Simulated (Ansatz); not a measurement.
# ScAl2: further runs on the relaxed cell

An exercise on one series of results from a longer session: the logs are not shown, and one member is left open.

Method: DFT PBEsol, scalar-relativistic, plane waves, PAW, in Ansatz 0.2.0.

1 further run of the same task is left out (set aside as unsound or not needed).

## Starting point

Symmetry: Fd-3m, No. 227, cubic system. Conventional cell: a = 7.527 Å, b = 7.527 Å, c = 7.527 Å, α = 90.00°, β = 90.00°, γ = 90.00°. Sc (site symmetry -43m) is surrounded by 12 Al at 3.12 Å and 4 Sc at 3.26 Å. Al (site symmetry -3m) has 6 Al at 2.66 Å as nearest neighbours.

Coordinates:

```
CELL_PARAMETERS angstrom
0.00000 3.76340 3.76340
3.76340 0.00000 3.76340
3.76340 3.76340 0.00000
ATOMIC_POSITIONS crystal
Sc 0.50000 0.50000 0.50000
Sc 0.75000 0.75000 0.75000
Al 0.12500 0.12500 0.12500
Al 0.62500 0.12500 0.12500
Al 0.12500 0.62500 0.12500
Al 0.12500 0.12500 0.62500
```

It goes back to an entry of the Materials Project, which need not be the stable form.

It is the result of an earlier relaxation at this level (volume 17.77 Å³/atom; gap on the mesh: none (metal)).

The first run:

The input, input.yaml:

```yaml
crystal:
  lattice:
    - [0.0, 3.7634024213, 3.7634024213]
    - [3.7634024213, 0.0, 3.7634024213]
    - [3.7634024213, 3.7634024213, 0.0]
  atoms:
    - { symbol: Sc, position: [0.5, 0.5, 0.5] }
    - { symbol: Sc, position: [0.75, 0.75, 0.75] }
    - { symbol: Al, position: [0.125, 0.125, 0.125] }
    - { symbol: Al, position: [0.625, 0.125, 0.125] }
    - { symbol: Al, position: [0.125, 0.625, 0.125] }
    - { symbol: Al, position: [0.125, 0.125, 0.625] }
basis:
  ecutwfc: 420
kpoints:
  mp_grid: { grid: [8, 8, 8] }
  band_path:
    path:
      - [[0.0, 0.0, 0.0], [0.5, 0.0, 0.5], [0.625, 0.25, 0.625]]
      - [[0.375, 0.375, 0.75], [0.0, 0.0, 0.0], [0.5, 0.5, 0.5], [0.5, 0.25, 0.75], [0.5, 0.0, 0.5]]
    npoints: 14
hamiltonian:
  xc: pbesol
scf:
  occupations: { method: gaussian, width: 0.1 }
  n_extra_bands: 15
output:
  forces: true
  stress: true
  eigenvalues: true
  populations: true
  dos: { projected: true, de: 0.02, nscf_kmesh: { grid: [12, 12, 12] } }
  bader: true
  write_density: true
  write_potential: true
  elf: true
  volumetric_format: npy
```

Command:

```bash
> ansatz run input.yaml --threads 1 --pin off --max-ram 2560MiB --backend cpu --events-out ev --progress --plain --runs-dir out
```

Among the steps run: Electronic structure at the relaxed geometry; Back to the database's cell; The cell scaled to 0.97 of its volume; Point at V/V0 = 1.03; The cell scaled to 0.94 of its volume; Volume × 1.06; Point at V/V0 = 0.91; Point at V/V0 = 1.10; Volume × 0.88.

One of the session's tables, all rows but one given; the rest of the session is left out.

It belongs to the step «Equation of state». 

| volume (Å³/atom) | energy above the lowest point (meV/atom) | pressure (GPa) |
| --- | --- | --- |
| 15.635 | 90.7 | 15.21 |
| 16.168 | 48.2 | 10.50 |
| 16.701 | ? | ? |
| 17.234 | 4.7 | 2.98 |
| 17.767 | 0.0 | -0.01 |
| 18.300 | 4.5 | -2.58 |
| 18.833 | 16.9 | -4.78 |
| 19.544 | 43.8 | -7.24 |

**Question.** Estimate the row for volume (Å³/atom) = 16.701.

Worked estimate for «energy above the lowest point (meV/atom)». A straight line through the neighbours (16.168, 48.2) and (17.234, 4.7) gives 48.2 + (4.7 − 48.2) × (16.701 − 16.168) / (17.234 − 16.168) = 26.5; a parabola fitted to 4 rows on both sides gives 20.2.

As computed: energy above the lowest point (meV/atom): 20.2; pressure (GPa): 6.45. In «energy above the lowest point (meV/atom)» the line misses by +6.3 and the parabola by 0.0.
